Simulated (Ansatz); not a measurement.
# Ga2O3: the cost of one run

Computed with Ansatz 0.2.0 (DFT LDA, scalar-relativistic, plane waves, PAW, unless a step's input says otherwise).

## (1) Starting point

Symmetry: C2/m, No. 12, monoclinic system. The conventional cell has a = 12.214 Å, b = 3.037 Å, c = 5.798 Å, α = 90.00°, β = 103.83°, γ = 90.00°. Ga (site symmetry m) is surrounded by 4 O at 1.83 to 1.86 Å. Ga (site symmetry m) has 6 O at 1.94 to 2.07 Å in its first shell of neighbours. O (site symmetry m) is surrounded by 3 Ga at 1.83 to 1.94 Å. O (site symmetry m) is surrounded by 4 Ga at 1.86 to 2.07 Å.

Coordinates:

```xyz
10
Lattice="6.1070 -1.5186 0.0000 6.1070 1.5186 0.0000 -1.3860 0.0000 5.6300" Properties=species:S:1:pos:R:3 pbc="T T T"
Ga    0.0041    0.0000    4.4736
Ga   10.8240    0.0000    1.1564
Ga    7.6096    0.0000    1.7679
Ga    3.2184    0.0000    3.8621
O     1.8570    0.0000    0.6182
O     8.9710    0.0000    5.0118
O     1.3361    0.0000    3.1708
O     9.4919    0.0000    2.4592
O     5.7013    0.0000    1.4447
O     5.1267    0.0000    4.1853
```

The structure rests on an entry of the Crystallography Open Database; cell or positions may have been set otherwise for this series.

## (2) Relaxing cell and atoms: Ga2O3, no spin

input.yaml

```yaml
crystal:
  lattice:
    - [6.107, -1.51855, 0.0]
    - [6.107, 1.51855, 0.0]
    - [-1.3859888959, 0.0, 5.630008738]
  atoms:
    - { symbol: Ga, position: [0.0905, 0.0905, 0.7946] }
    - { symbol: Ga, position: [0.9095, 0.9095, 0.2054] }
    - { symbol: Ga, position: [0.65866, 0.65866, 0.31402] }
    - { symbol: Ga, position: [0.34134, 0.34134, 0.68598] }
    - { symbol: O, position: [0.1645, 0.1645, 0.1098] }
    - { symbol: O, position: [0.8355, 0.8355, 0.8902] }
    - { symbol: O, position: [0.1733, 0.1733, 0.5632] }
    - { symbol: O, position: [0.8267, 0.8267, 0.4368] }
    - { symbol: O, position: [0.4959, 0.4959, 0.2566] }
    - { symbol: O, position: [0.5041, 0.5041, 0.7434] }
scf:
  occupations: { method: fixed }
output:
  forces: true
  stress: true
  eigenvalues: true
  write_density: true
  write_potential: true
  elf: true
  volumetric_format: npy
hamiltonian:
  xc: lda
basis:
  ecutwfc: 600
kpoints:
  mp_grid: { grid: [4, 4, 4] }
relax:
  f_tol: 0.003
  max_steps: 80
  cell: { stress_tol: 0.05 }
```

Started as:

```sh
$ ansatz run input.yaml --threads 16 --pin off --max-ram 20480MiB --backend cpu --events-out ev --progress --plain --runs-dir out
```

Q: Estimate wall time and peak memory on 16 threads of Arm Neoverse N1, shared host.

About 16 s, with a peak of 1.2 GiB.
